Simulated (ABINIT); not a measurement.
**AlP (F-43m): G0W0 in ABINIT against the wavefunction cutoff in GW**

How does the gap of AlP (F-43m) converge in the wavefunction cutoff in GW?

Calculated with ABINIT 10.8.3; PBE and many-body steps on it, plane waves.

This is a report of a sequence of runs, with most program output left out.

The database entry behind the starting cell differs from later determinations by our own check (0.1 to 0.3 % short, probably kX units), so it need not match the best structure at ambient conditions.

## Step 1: The starting structure

It takes space group F-43m (No. 216, cubic). The conventional cell has a = 5.451 Å, b = 5.451 Å, c = 5.451 Å, α = 90.00°, β = 90.00°, γ = 90.00°. Nearest to Al lie 4 P at 2.36 Å. Nearest to P lie 4 Al at 2.36 Å. Farther neighbours are not listed.

The cell and positions come from the Crystallography Open Database and are kept as given unless a step says otherwise.

## Step 2: Screening, 4×4×4 mesh, 69 bands, screening to 130.6 eV

This step: ABINIT 10.8.3; RPA screening on PBE, plane waves, norm-conserving pseudopotentials.

The RPA dielectric matrix is built and inverted for each q.

Input file run.abi:

```
acell 3*1.0 Angstrom
rprim 
  -0.000000000000 2.725500000000 2.725500000000
  2.725500000000 -0.000000000000 2.725500000000
  2.725500000000 2.725500000000 -0.000000000000
ntypat 2
znucl 13 15
natom 2
typat 1 2
xred 
  0.000000000000 0.000000000000 0.000000000000
  0.250000000000 0.250000000000 0.250000000000
pp_dirpath "pseudos"
pseudos "Al.upf, P.upf"
ecut 18
ngkpt 4 4 4
nshiftk 1
shiftk 0 0 0
kptopt 1
chksymbreak 0
istwfk *1
occopt 1
irdwfk 1
optdriver 3
nband 69
ecuteps 4.8
inclvkb 2
awtr 1
symchi 1
ecutwfn 5.4
indata_prefix "in"
outdata_prefix "out"
tmpdata_prefix "tmp"
```

Started as:

```
$ OMP_NUM_THREADS=1 mpirun -n 4 abinit run.abi > log
```

Run time: 3.1 s. Hardware: 4 MPI ranks of Arm Neoverse V1, shared host; peak memory 0.25 GiB.

This step gave:

- ε∞ with local fields, on this mesh, along the program's q direction: 10.81
- the same without local fields: 12.34
- plasma frequency: 16.50 eV
- plane waves in the screening matrix: 137

Local fields lower ε∞ by 12 %. On a Γ-centred mesh this coarse the value itself is usually too large, while a short band sum pulls it down.

## Step 3: 5.4 Ha

This step: G0W0 on PBE, plane waves, norm-conserving pseudopotentials.

Edit run.abi of step 2 so:

```diff
@@ -23,8 +23,17 @@
 irdwfk 1
-optdriver 3
+optdriver 4
 nband 69
+gwcalctyp 0
+ecutsigx 5.4
+symsigma 1
+nkptgw 2
+kptgw 
+  0.0000000000 0.0000000000 0.0000000000
+  0.5000000000 0.5000000000 0.0000000000
+bdgw 
+  2 8
+  3 6
 ecuteps 4.8
-inclvkb 2
-awtr 1
-symchi 1
+irdscr 1
+ppmodel 1
 ecutwfn 5.4
```

It took 3.7 s on 4 MPI ranks; peak memory 0.28 GiB; 14 s of CPU time.

This step gave:

```
G0W0 gap on the points computed              : 2.256 eV
starting gap on the mesh                     : 1.564 eV
k of the valence top                         : 0, 0, 0
k of the conduction bottom                   : 0.5, 0.5, 0
Z at the valence top                         : 0.768
Z at the conduction bottom                   : 0.796
least direct G0W0 gap on the computed points : 4.194 eV
```

## Step 4: Screening, 4×4×4 mesh, 69 bands, screening to 130.6 eV

This step: RPA screening on PBE, plane waves, norm-conserving pseudopotentials.

Edit run.abi of step 3 so:

```diff
@@ -23,18 +23,9 @@
 irdwfk 1
-optdriver 4
+optdriver 3
 nband 69
-gwcalctyp 0
-ecutsigx 5.4
-symsigma 1
-nkptgw 2
-kptgw 
-  0.0000000000 0.0000000000 0.0000000000
-  0.5000000000 0.5000000000 0.0000000000
-bdgw 
-  2 8
-  3 6
 ecuteps 4.8
-irdscr 1
-ppmodel 1
-ecutwfn 5.4
+inclvkb 2
+awtr 1
+symchi 1
+ecutwfn 9
 indata_prefix "in"
```

Run time: 4 s. Hardware: 4 MPI ranks; peak memory 0.29 GiB; 16 s of CPU time.

This step gave:

| Item | Value |
| --- | --- |
| ε∞ with local fields, on this mesh, along the program's q direction | 10.73 |
| the same without local fields | 12.23 |
| plasma frequency | 16.50 eV |
| plane waves in the screening matrix | 137 |

## Step 5: 9 Ha

The self-energy is evaluated for the states that the input lists, and the levels follow from it, in one-shot runs by the linearised quasiparticle equation.

This step: G0W0 on PBE, plane waves, norm-conserving pseudopotentials.

Edit run.abi of step 4 so:

```diff
@@ -23,8 +23,17 @@
 irdwfk 1
-optdriver 3
+optdriver 4
 nband 69
+gwcalctyp 0
+ecutsigx 9
+symsigma 1
+nkptgw 2
+kptgw 
+  0.0000000000 0.0000000000 0.0000000000
+  0.5000000000 0.5000000000 0.0000000000
+bdgw 
+  2 8
+  3 6
 ecuteps 4.8
-inclvkb 2
-awtr 1
-symchi 1
+irdscr 1
+ppmodel 1
 ecutwfn 9
```

The job ended after 3.8 s (4 MPI ranks; peak memory 0.31 GiB).

Numbers from this step:

```
G0W0 gap on the points computed              : 2.275 eV
starting gap on the mesh                     : 1.564 eV
k of the valence top                         : 0, 0, 0
k of the conduction bottom                   : 0.5, 0.5, 0
Z at the valence top                         : 0.767
Z at the conduction bottom                   : 0.796
least direct G0W0 gap on the computed points : 4.201 eV
```

The gap on the mesh goes from 1.56 eV to 2.27 eV, a correction of +0.71 eV.

## Step 6: Screening, 4×4×4 mesh, 69 bands, screening to 130.6 eV

This step: RPA screening on PBE, plane waves, norm-conserving pseudopotentials.

Edit run.abi of step 5 so:

```diff
@@ -23,18 +23,9 @@
 irdwfk 1
-optdriver 4
+optdriver 3
 nband 69
-gwcalctyp 0
-ecutsigx 9
-symsigma 1
-nkptgw 2
-kptgw 
-  0.0000000000 0.0000000000 0.0000000000
-  0.5000000000 0.5000000000 0.0000000000
-bdgw 
-  2 8
-  3 6
 ecuteps 4.8
-irdscr 1
-ppmodel 1
-ecutwfn 9
+inclvkb 2
+awtr 1
+symchi 1
+ecutwfn 13.5
 indata_prefix "in"
```

Elapsed: 3.7 s, on 4 MPI ranks; peak memory 0.32 GiB; 15 s of CPU time.

This step gave:

| Property | Result |
| --- | --- |
| ε∞ with local fields, on this mesh, along the program's q direction | 10.7 |
| the same without local fields | 12.19 |
| plasma frequency | 16.50 eV |
| plane waves in the screening matrix | 137 |

## Step 7: 13.5 Ha

This step: G0W0 on PBE, plane waves, norm-conserving pseudopotentials.

Edit run.abi of step 6 so:

```diff
@@ -23,8 +23,17 @@
 irdwfk 1
-optdriver 3
+optdriver 4
 nband 69
+gwcalctyp 0
+ecutsigx 13.5
+symsigma 1
+nkptgw 2
+kptgw 
+  0.0000000000 0.0000000000 0.0000000000
+  0.5000000000 0.5000000000 0.0000000000
+bdgw 
+  2 8
+  3 6
 ecuteps 4.8
-inclvkb 2
-awtr 1
-symchi 1
+irdscr 1
+ppmodel 1
 ecutwfn 13.5
```

The job ended after 3.9 s (4 MPI ranks; peak memory 0.35 GiB; 15 s of CPU time).

Numbers from this step:

```
G0W0 gap on the points computed              : 2.273 eV
starting gap on the mesh                     : 1.564 eV
k of the valence top                         : 0, 0, 0
k of the conduction bottom                   : 0.5, 0.5, 0
least direct G0W0 gap on the computed points : 4.202 eV
```

Against the run before, the gap moves by −0.002 eV.

## Step 8: Screening, 4×4×4 mesh, 69 bands, screening to 130.6 eV

This step: RPA screening on PBE, plane waves, norm-conserving pseudopotentials.

Edit run.abi of step 7 so:

```diff
@@ -23,18 +23,8 @@
 irdwfk 1
-optdriver 4
+optdriver 3
 nband 69
-gwcalctyp 0
-ecutsigx 13.5
-symsigma 1
-nkptgw 2
-kptgw 
-  0.0000000000 0.0000000000 0.0000000000
-  0.5000000000 0.5000000000 0.0000000000
-bdgw 
-  2 8
-  3 6
 ecuteps 4.8
-irdscr 1
-ppmodel 1
-ecutwfn 13.5
+inclvkb 2
+awtr 1
+symchi 1
 indata_prefix "in"
```

The job ended after 5.6 s (4 MPI ranks; peak memory 0.4 GiB).

Numbers from this step:

- ε∞ with local fields, on this mesh, along the program's q direction: 10.70
- the same without local fields: 12.19
- plasma frequency: 16.51 eV
- plane waves in the screening matrix: 137

## Step 9: 18 Ha

This step: G0W0 on PBE, plane waves, norm-conserving pseudopotentials.

Edit run.abi of step 8 so:

```diff
@@ -23,8 +23,17 @@
 irdwfk 1
-optdriver 3
+optdriver 4
 nband 69
+gwcalctyp 0
+ecutsigx 18
+symsigma 1
+nkptgw 2
+kptgw 
+  0.0000000000 0.0000000000 0.0000000000
+  0.5000000000 0.5000000000 0.0000000000
+bdgw 
+  2 8
+  3 6
 ecuteps 4.8
-inclvkb 2
-awtr 1
-symchi 1
+irdscr 1
+ppmodel 1
 indata_prefix "in"
```

Wall time 4.2 s (4 MPI ranks); peak memory 0.41 GiB.

This step gave:

```yaml
g0w0_gap_on_the_points_computed: 2.272 eV
starting_gap_on_the_mesh: 1.564 eV
k_of_the_valence_top: 0, 0, 0
k_of_the_conduction_bottom: 0.5, 0.5, 0
least_direct_g0w0_gap_on_the_computed_points: 4.202 eV
```

Against the run before, the gap moves by −0.001 eV.

## Step 10: The runs together

Times are wall times on 4 MPI ranks of Arm Neoverse V1, shared host, good to a factor of about two. A run's time includes the screening step that it read.

```tsv
run	mesh	bands	screening cutoff (eV)	DFT gap (eV)	gap on the mesh (eV)	direct (eV)	ε∞ used	time
5.4 Ha	4×4×4	69	130.6	1.564	2.256	4.194	10.81	6.8 s
9 Ha	4×4×4	69	130.6	1.564	2.275	4.201	10.73	7.8 s
13.5 Ha	4×4×4	69	130.6	1.564	2.273	4.202	10.70	7.6 s
18 Ha	4×4×4	69	130.6	1.564	2.272	4.202	10.70	9.8 s
```

## Step 11: Results

```json
{"5.4 Ha": "2.256 eV", "9 Ha": "2.275 eV", "13.5 Ha": "2.273 eV", "18 Ha": "2.272 eV", "known limits": "not at the basis limit; coarse k mesh"}
```

The setting moved: wavefunction cutoff in GW. From 5.4 Ha to 18 Ha the gap moves by +0.02 eV. It holds to 0.03 eV from 5.4 Ha on. Bands and screening cutoff are coupled, so a series along one setting does not show full convergence. The exchange cutoff follows the wavefunction cutoff here. Bands and cutoff are finite, so the gap is not at the basis limit. The miss can reach some tenths of an eV and take either sign; the mesh is an error of its own. In the G0W0 runs levels were corrected at 2 k points alone, so a gap called «on the mesh» is the least over those, and an edge elsewhere would be missed. The 4×4×4 mesh is coarse for this cell, which bears on the long-range parts of exchange and screening.

[Paths, hosts, dates, memory and timing lines, banners, echoed tables and standing remarks are left out of the program output.]

[Logs are printed without paths, hosts, clocks, repeated set-up lines and the standing remarks that a program may print on its own settings, such as how far it seeks lower states.]

[Runs of the session that timed out or met a known fault of the program may be left out.]

[Hosts, paths, dates, database ids (printed as entryN), source tags and the programs' standing remarks are cut or masked in the printed files.]

[G0W0 gaps are taken among the corrected bands and points alone; a level outside them can change the order at an edge.]

[Where Ansatz stands beside ABINIT at settings called matched, ABINIT's density can come from a denser mesh and the files from another edition; pairs whose starting gaps differed by over 0.03 eV were left out, so agreement reads better than it is.]
